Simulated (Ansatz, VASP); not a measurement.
# NaI: VASP beside Ansatz

```xyz
2
Lattice="0.0000 3.2641 3.2641 3.2641 0.0000 3.2641 3.2641 3.2641 0.0000" Properties=species:S:1:pos:R:3 pbc="T T T"
Na    0.0000    0.0000    0.0000
I     3.2641    3.2641    3.2641
```

Alike in both runs: task single point; functional PBE; k mesh 6 × 6 × 6; occupations gaussian, width 0.02 eV; no spin polarisation.

|  | VASP | Ansatz |
| --- | --- | --- |
| version | VASP 6.6.1 | Ansatz 0.2.0 |
| potentials or method | VASP PAW PBE potentials, release 64 (Na_pv, I) | scalar-relativistic, plane waves, PAW |
| plane-wave cutoff (eV) | 520 | 420 |
| valence electrons in the cell | 14 | 26 |

```csv
,VASP,Ansatz,Ansatz less VASP
gap on the k mesh at the Fermi level (eV),3.57,3.58,+0.003
least direct gap on the mesh (eV),3.57,3.58,+0.003
```

The two sets of potentials don't hold the same shells in valence.

Caveats: spin-orbit coupling is left out, which moves the levels of the heavy elements.
